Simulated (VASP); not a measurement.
# SiC (Moissanite): zone-centre modes, functional by functional, part 3 of 4

How much do the zone-centre frequencies of SiC (Moissanite) depend on the functional? The starting structure is a measured crystal structure from the Crystallography Open Database.

VASP 6.6.1.

Results so far: LDA B1 (6) 945.8 cm⁻¹; LDA at the measured cell B1 (6) 925.5 cm⁻¹.

## 4. Modes with PBEsol

Level of this step: PBEsol; plane waves and PAW (Si, C) (VASP).

PBEsol restores the gradient expansion of exchange and is tuned for the cells of solids. The cell comes from a relaxation at this level, not shown (124.21 Å³).

Contents of INCAR:

```
SYSTEM = SiC
PREC = Accurate
ENCUT = 520
EDIFF = 1E-08
NELM = 100
ISMEAR = 0
SIGMA = 0.03
LREAL = .FALSE.
ALGO = Normal
GGA = PS
NBANDS = 36
LORBIT = 11
LWAVE = .FALSE.
LCHARG = .FALSE.
KPAR = 16
IBRION = 6
NFREE = 2
POTIM = 0.015
NSW = 1
ISIF = 2
```

Contents of POSCAR:

```
SiC
1.0
    3.0805056671      0.0000000000      0.0000000000
   -1.5402528335      2.6677961642      0.0000000000
    0.0000000000      0.0000000000     15.1144357072
Si C
6 6
Direct
    0.3333333333      0.6666666667      0.8329946312
    0.6666666667      0.3333333333      0.3329946312
    0.6666666667      0.3333333333      0.6665048552
    0.3333333333      0.6666666667      0.1665048552
    0.0000000000      0.0000000000      0.4997210411
    0.0000000000      0.0000000000      0.9997210411
    0.0000000000      0.0000000000      0.8743684179
    0.0000000000      0.0000000000      0.3743684179
    0.3333333333      0.6666666667      0.7080005184
    0.6666666667      0.3333333333      0.2080005184
    0.6666666667      0.3333333333      0.5415105363
    0.3333333333      0.6666666667      0.0415105363
```

Contents of KPOINTS:

```
Automatic mesh
0
Gamma
9 9 2
0 0 0
```

The projector-augmented-wave data sets are Si and C (PBE family, release 64).

The run is started by

```bash
> mpirun -np 16 vasp_std
```

The program printed:

```text
[banner, memory and clock lines left out]
running   16 mpi-ranks, on    1 nodes
[...]
[... a notice as in an earlier step ...]

|                                                                             |
|               ----> ADVICE to this user running VASP <----                  |
|                                                                             |
|     You enforced a specific xc type in the INCAR file but a different       |
|     [... a line on the potential file left out ...]
|     I HOPE YOU KNOW WHAT YOU ARE DOING!                                     |
|                                                                             |

 LDA part: xc-table for (Slater+PW92), standard interpolation
 POSCAR, INCAR and KPOINTS ok, starting setup
[...]
entering main loop
       N       E                     dE             d eps       ncg     rms          rms(c)
DAV:   1     0.124315642982E+03    0.12432E+03   -0.21826E+04  1728   0.119E+03
DAV:   2    -0.942142082992E+02   -0.21853E+03   -0.20440E+03  2252   0.212E+02
[...]
DAV:  15    -0.955040296712E+02   -0.67304E-07   -0.38384E-08  1928   0.895E-04    0.516E-04
DAV:  16    -0.955040297069E+02   -0.35689E-07   -0.15054E-09  1240   0.228E-04    0.348E-04
DAV:  17    -0.955040296978E+02    0.91513E-08   -0.29186E-09  1248   0.239E-04
   1 F= -.95504030E+02 E0= -.95504030E+02  d E =-.481958E-13
[... from here on, the cycles between the ionic steps are left out ...]
   2 F= -.95501785E+02 E0= -.95501785E+02  d E =-.788062E-12
   3 F= -.95501785E+02 E0= -.95501785E+02  d E =-.788427E-12
   5 F= -.95500476E+02 E0= -.95500476E+02  d E =-.679118E-13
   7 F= -.95501797E+02 E0= -.95501797E+02  d E =-.161261E-12
   9 F= -.95500446E+02 E0= -.95500446E+02  d E =-.281622E-12
  11 F= -.95501806E+02 E0= -.95501806E+02  d E =-.445100E-12
  13 F= -.95500513E+02 E0= -.95500513E+02  d E =-.193568E-12
  15 F= -.95501838E+02 E0= -.95501838E+02  d E =-.167673E-12
  17 F= -.95501006E+02 E0= -.95501006E+02  d E =-.276329E-14
  19 F= -.95501806E+02 E0= -.95501806E+02  d E =-.509843E-12
  21 F= -.95500981E+02 E0= -.95500981E+02  d E =-.134945E-15
  23 F= -.95501838E+02 E0= -.95501838E+02  d E =-.292226E-12
  24 F= -.95500869E+02 E0= -.95500869E+02  d E =-.332908E-14
  25 F= -.95500961E+02 E0= -.95500961E+02  d E =-.450035E-11
 Finite differences progress:
  Degree of freedom:  12/ 12
  Displacement:        2/  2
  Total:              24/ 24
```

Run time: 7.3 min. Hardware: 16 MPI ranks of Intel Xeon Platinum 8175M at 2.50GHz (Skylake/Cascade Lake), shared host; peak memory 10 GiB.

OUTCAR, selected parts (step 4):

```text
  Total        0.0771014      0.0771014     -0.1293918      0.0000000      0.0000000     -0.0000000
  in kB        0.9945033      0.9945033     -1.6689788      0.0000000      0.0000000     -0.0000000
  external PRESSURE =       0.1066760 kB  Pullay stress =       0.0000000 kB

 POSITION                                       TOTAL-FORCE (eV/Angst)
 -----------------------------------------------------------------------------------
     -0.00000      1.77853     12.59024         0.000000     -0.000000      0.025787
      1.54025      0.88927      5.03303         0.000000     -0.000000      0.014679
      1.54025      0.88927     10.07384         0.000000     -0.000000     -0.171072
     -0.00000      1.77853      2.51663        -0.000000     -0.000000      0.022616
      0.00000      0.00000      7.55300         0.000000     -0.000000     -0.187855
      0.00000      0.00000     15.11022        -0.000000     -0.000000      0.021498
      0.00000      0.00000     13.21559        -0.000000     -0.000000     -0.022290
      0.00000      0.00000      5.65837         0.000000     -0.000000     -0.032626
     -0.00000      1.77853     10.70103        -0.000000      0.000000     -0.029965
      1.54025      0.88927      3.14381         0.000000     -0.000000     -0.023392
      1.54025      0.88927      8.16963         0.000000      0.000000      0.406116
     -0.00000      1.77853      0.62741         0.000000     -0.000000     -0.023495
 -----------------------------------------------------------------------------------
    total drift:                               -0.000000     -0.000000      0.000280

  FREE ENERGIE OF THE ION-ELECTRON SYSTEM (eV)
  ---------------------------------------------------
  free  energy   TOTEN  =       -95.5009613146 eV

  energy  without entropy=      -95.5009613146  energy(sigma->0) =      -95.50096131

[... 1 part as in an earlier step ...]

[... 2 further parts left out ...]
[key lines of the parts left out:]
E-fermi :   8.2201
```

With PBEsol the modes are at the top B1 (6) 931.6, B1 (5) 924.3 cm⁻¹, at the bottom E2 (2) 144.0, E2 (1) 139.4 cm⁻¹, with 18 more of the listed ones between; the largest shift is -14.2 cm⁻¹, in B1 (6), from LDA.

## 5. Modes with PBE

PBE, the usual starting point, adds the gradient of the density. The cell comes from a relaxation at this level, not shown (125.96 Å³).

Edit INCAR of step 4 so:

```diff
@@ -9,3 +9,3 @@
 ALGO = Normal
-GGA = PS
+GGA = PE
 NBANDS = 36
```

Contents of POSCAR:

```
SiC
1.0
    3.0947936993      0.0000000000      0.0000000000
   -1.5473968496      2.6801699631      0.0000000000
    0.0000000000      0.0000000000     15.1852729833
Si C
6 6
Direct
    0.3333333333      0.6666666667      0.8329907042
    0.6666666667      0.3333333333      0.3329907042
    0.6666666667      0.3333333333      0.6665002635
    0.3333333333      0.6666666667      0.1665002635
    0.0000000000      0.0000000000      0.4997260336
    0.0000000000      0.0000000000      0.9997260336
    0.0000000000      0.0000000000      0.8743715197
    0.0000000000      0.0000000000      0.3743715197
    0.3333333333      0.6666666667      0.7079973197
    0.6666666667      0.3333333333      0.2079973197
    0.6666666667      0.3333333333      0.5415141594
    0.3333333333      0.6666666667      0.0415141594
```

KPOINTS is that of step 4.

The run is started by

```bash
> mpirun -np 16 vasp_std
```

The program printed:

```text
[banner, memory and clock lines left out]
running   16 mpi-ranks, on    1 nodes
[...]
[... a notice as in an earlier step ...]

 LDA part: xc-table for (Slater+PW92), standard interpolation
 POSCAR, INCAR and KPOINTS ok, starting setup
[...]
entering main loop
       N       E                     dE             d eps       ncg     rms          rms(c)
DAV:   1     0.124390375068E+03    0.12439E+03   -0.21655E+04  1728   0.119E+03
DAV:   2    -0.892381725105E+02   -0.21363E+03   -0.19973E+03  2260   0.208E+02
DAV:   3    -0.101079426835E+03   -0.11841E+02   -0.11753E+02  2284   0.469E+01
DAV:   4    -0.101257212684E+03   -0.17779E+00   -0.17743E+00  2208   0.660E+00
[...]
DAV:  16    -0.903725636775E+02   -0.10680E-06   -0.64633E-09  1420   0.493E-04    0.528E-04
DAV:  17    -0.903725636333E+02    0.44295E-07   -0.60215E-09  1232   0.340E-04    0.105E-04
DAV:  18    -0.903725636307E+02    0.25075E-08   -0.84620E-10  1204   0.190E-04
   1 F= -.90372564E+02 E0= -.90372564E+02  d E =-.318178E-15
[... from here on, the cycles between the ionic steps are left out ...]
   2 F= -.90370388E+02 E0= -.90370388E+02  d E =-.704045E-14
   3 F= -.90370388E+02 E0= -.90370388E+02  d E =-.704481E-14
   5 F= -.90369089E+02 E0= -.90369089E+02  d E =-.340245E-15
   7 F= -.90370398E+02 E0= -.90370398E+02  d E =-.143647E-14
   9 F= -.90369041E+02 E0= -.90369041E+02  d E =-.151247E-14
  11 F= -.90370406E+02 E0= -.90370406E+02  d E =-.427398E-14
  13 F= -.90369120E+02 E0= -.90369120E+02  d E =-.407285E-14
  15 F= -.90370442E+02 E0= -.90370442E+02  d E =-.123353E-14
  17 F= -.90369629E+02 E0= -.90369629E+02  d E =-.626796E-17
  19 F= -.90370407E+02 E0= -.90370407E+02  d E =-.480695E-14
  21 F= -.90369601E+02 E0= -.90369601E+02  d E =-.239666E-18
  23 F= -.90370439E+02 E0= -.90370439E+02  d E =-.257650E-14
  24 F= -.90369479E+02 E0= -.90369479E+02  d E =-.543936E-17
  25 F= -.90369578E+02 E0= -.90369578E+02  d E =-.172467E-13
 Finite differences progress:
  Degree of freedom:  12/ 12
  Displacement:        2/  2
  Total:              24/ 24
```

Wall time 6.7 min (16 MPI ranks); peak memory 11 GiB; 1.8 h of CPU time.

Parts of OUTCAR (step 5):

```text
  Total        0.0611266      0.0611266     -0.1159577      0.0000000      0.0000000     -0.0000000
  in kB        0.7775427      0.7775427     -1.4750052      0.0000000      0.0000000     -0.0000000
  external PRESSURE =       0.0266934 kB  Pullay stress =       0.0000000 kB

 POSITION                                       TOTAL-FORCE (eV/Angst)
 -----------------------------------------------------------------------------------
     -0.00000      1.78678     12.64919        -0.000000      0.000000      0.025337
      1.54740      0.89339      5.05655        -0.000000      0.000000      0.013979
      1.54740      0.89339     10.12099        -0.000000      0.000000     -0.161067
     -0.00000      1.78678      2.52835         0.000000      0.000000      0.023422
      0.00000      0.00000      7.58848        -0.000000      0.000000     -0.186648
      0.00000      0.00000     15.18111        -0.000000      0.000000      0.021672
      0.00000      0.00000     13.27757        -0.000000      0.000000     -0.022723
      0.00000      0.00000      5.68493        -0.000000      0.000000     -0.032667
     -0.00000      1.78678     10.75113         0.000000     -0.000000     -0.029969
      1.54740      0.89339      3.15850         0.000000     -0.000000     -0.023485
      1.54740      0.89339      8.20804         0.000000      0.000000      0.395596
     -0.00000      1.78678      0.63040         0.000000     -0.000000     -0.023447
 -----------------------------------------------------------------------------------
    total drift:                                0.000000      0.000000     -0.000671

  FREE ENERGIE OF THE ION-ELECTRON SYSTEM (eV)
  ---------------------------------------------------
  free  energy   TOTEN  =       -90.3695784013 eV

  energy  without entropy=      -90.3695784013  energy(sigma->0) =      -90.36957840

[... 1 part as in an earlier step ...]

[... 2 further parts left out ...]
[key lines of the parts left out:]
E-fermi :   8.1335
```

With PBE the modes are at the top B1 (6) 919.8, B1 (5) 912.9 cm⁻¹, at the bottom E2 (2) 144.9, E2 (1) 140.7 cm⁻¹, with 18 more of the listed ones between; the largest shift is -26.0 cm⁻¹, in B1 (6), from LDA.

## 6. Modes with PBEsol + D3(BJ)

D3 with Becke-Johnson damping keeps a finite attraction at short range. The cell comes from a relaxation at this level, not shown (122.09 Å³).

Edit INCAR of step 5 so:

```diff
@@ -9,3 +9,4 @@
 ALGO = Normal
-GGA = PE
+GGA = PS
+IVDW = 12
 NBANDS = 36
```

Contents of POSCAR:

```
SiC
1.0
    3.0629628889      0.0000000000      0.0000000000
   -1.5314814444      2.6526036726      0.0000000000
    0.0000000000      0.0000000000     15.0272616445
Si C
6 6
Direct
    0.3333333333      0.6666666667      0.8330018242
    0.6666666667      0.3333333333      0.3330018242
    0.6666666667      0.3333333333      0.6665039885
    0.3333333333      0.6666666667      0.1665039885
    0.0000000000      0.0000000000      0.4997134079
    0.0000000000      0.0000000000      0.9997134079
    0.0000000000      0.0000000000      0.8743746483
    0.0000000000      0.0000000000      0.3743746483
    0.3333333333      0.6666666667      0.7080013150
    0.6666666667      0.3333333333      0.2080013150
    0.6666666667      0.3333333333      0.5415048161
    0.3333333333      0.6666666667      0.0415048161
```

KPOINTS is that of step 5.

The run is started by

```bash
> mpirun -np 16 vasp_std
```

The program printed:

```text
[banner, memory and clock lines left out]
running   16 mpi-ranks, on    1 nodes
[...]
[... a notice as in an earlier step ...]

 [... a notice as in an earlier step ...]

 LDA part: xc-table for (Slater+PW92), standard interpolation
 POSCAR, INCAR and KPOINTS ok, starting setup
[...]
entering main loop
       N       E                     dE             d eps       ncg     rms          rms(c)
DAV:   1     0.122388898986E+03    0.12239E+03   -0.21805E+04  1728   0.119E+03
DAV:   2    -0.946697602065E+02   -0.21706E+03   -0.20250E+03  2244   0.212E+02
DAV:   3    -0.106365424431E+03   -0.11696E+02   -0.11610E+02  2260   0.470E+01
DAV:   4    -0.106539206290E+03   -0.17378E+00   -0.17342E+00  2224   0.650E+00
[...]
DAV:  16    -0.954776750382E+02   -0.38875E-07   -0.19798E-09  1240   0.237E-04    0.382E-04
DAV:  17    -0.954776750226E+02    0.15566E-07   -0.32464E-09  1248   0.243E-04    0.599E-05
DAV:  18    -0.954776750261E+02   -0.35225E-08   -0.41123E-10  1232   0.117E-04
   1 F= -.98429358E+02 E0= -.98429358E+02  d E =-.128614E-19
[... from here on, the cycles between the ionic steps are left out ...]
   2 F= -.98427025E+02 E0= -.98427025E+02  d E =-.687115E-18
   3 F= -.98427025E+02 E0= -.98427025E+02  d E =-.687578E-18
   5 F= -.98425684E+02 E0= -.98425684E+02  d E =-.274076E-19
   7 F= -.98427038E+02 E0= -.98427038E+02  d E =-.736016E-19
   9 F= -.98425640E+02 E0= -.98425640E+02  d E =-.188244E-18
  11 F= -.98427048E+02 E0= -.98427048E+02  d E =-.284430E-18
  13 F= -.98425722E+02 E0= -.98425722E+02  d E =-.353487E-19
  15 F= -.98427078E+02 E0= -.98427078E+02  d E =-.867066E-19
  17 F= -.98426229E+02 E0= -.98426229E+02  d E =-.599833E-21
  19 F= -.98427047E+02 E0= -.98427047E+02  d E =-.351362E-18
  21 F= -.98426190E+02 E0= -.98426190E+02  d E =-.118076E-22
  23 F= -.98427079E+02 E0= -.98427079E+02  d E =-.172423E-18
  24 F= -.98426078E+02 E0= -.98426078E+02  d E =-.174846E-21
  25 F= -.98426166E+02 E0= -.98426166E+02  d E =-.128864E-16
 Finite differences progress:
  Degree of freedom:  12/ 12
  Displacement:        2/  2
  Total:              24/ 24
```

Wall time 6.4 min (16 MPI ranks); peak memory 11 GiB.

OUTCAR, selected parts (step 6):

```text
 Edisp (eV)   -2.95168

 Edisp (eV)   -2.95169

  Total       0.09121     0.09121    -0.13651     0.00000     0.00000     0.00000
  in kB       1.19694     1.19694    -1.79130     0.00000     0.00000     0.00000
  external pressure =        0.20 kB  Pullay stress =        0.00 kB

 POSITION                                       TOTAL-FORCE (eV/Angst)
 -----------------------------------------------------------------------------------
     -0.00000      1.76840     12.51774        -0.000000      0.000000      0.026593
      1.53148      0.88420      5.00411         0.000000      0.000000      0.015030
      1.53148      0.88420     10.01573         0.000000      0.000000     -0.180876
     -0.00000      1.76840      2.50210         0.000000      0.000000      0.024223
      0.00000      0.00000      7.50932         0.000000      0.000000     -0.190884
      0.00000      0.00000     15.02295         0.000000      0.000000      0.022112
      0.00000      0.00000     13.13946         0.000000      0.000000     -0.023904
      0.00000      0.00000      5.62583         0.000000      0.000000     -0.035076
     -0.00000      1.76840     10.63932        -0.000000      0.000000     -0.031319
      1.53148      0.88420      3.12569        -0.000000     -0.000000     -0.024098
      1.53148      0.88420      8.12233        -0.000000      0.000000      0.422155
     -0.00000      1.76840      0.62370         0.000000     -0.000000     -0.023957
 -----------------------------------------------------------------------------------
    total drift:                               -0.000000     -0.000000      0.000197

  FREE ENERGIE OF THE ION-ELECTRON SYSTEM (eV)
  ---------------------------------------------------
  free  energy   TOTEN  =       -98.4261664812 eV

  energy  without entropy=      -98.4261664812  energy(sigma->0) =      -98.42616648

[... 1 part as in an earlier step ...]

[... 2 further parts left out ...]
[key lines of the parts left out:]
E-fermi :   8.4545
```

With PBEsol + D3(BJ) the modes are at the top B1 (6) 948.8, B1 (5) 941.4 cm⁻¹, at the bottom E2 (2) 144.2, E2 (1) 139.5 cm⁻¹, with 18 more of the listed ones between; the largest shift is +8.1 cm⁻¹, in E2 (4), from LDA.

(Continued in part 4 of 4.)

[Lines on the potential files, build, host, timing and source positions are cut from VASP's logs without a mark.]

[Logs are printed without paths, hosts, clocks, repeated set-up lines and the standing remarks that a program may print on its own settings, such as how far it seeks lower states.]

[Hosts, paths, dates, database ids (printed as entryN), source tags and the programs' standing remarks are cut or masked in the printed files.]
